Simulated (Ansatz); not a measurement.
Input and command of a plane-wave DFT calculation in Ansatz:

```yaml
crystal:
  lattice:
    - [0.0, 2.278588175, 3.2219236795]
    - [2.278588175, 0.0, 3.2219236795]
    - [2.278588175, 2.278588175, 0.0]
  atoms:
    - { symbol: Hf, position: [0.0, 0.0, 0.0] }
    - { symbol: O, position: [0.25, 0.25, 0.25] }
    - { symbol: O, position: [0.75, 0.75, 0.75] }
basis:
  ecutwfc: 350.0
kpoints:
  mp_grid: { grid: [8, 8, 8] }
hamiltonian:
  xc: pbesol
scf:
  occupations: { method: gaussian, width: 0.05 }
output:
  forces: true
  stress: true
  eigenvalues: true
```

```bash
ansatz run input.yaml --threads 1 --pin off --max-ram 2560MiB --backend cpu --events-out ev --progress --plain --runs-dir out
```

Processor: AMD EPYC (Zen 3), 1 thread, on a host shared with other jobs.

Problem. How long does it run, and how much memory does it take?

Solution. About 6 s on 1 thread of AMD EPYC (Zen 3), with other jobs on the host, peak memory 0.34 GiB. It solves 23 bands at 59 k points (the mesh reduced by the symmetry that the task leaves, which can be less than the crystal's) with about 485 plane waves, in 7 SCF iterations.
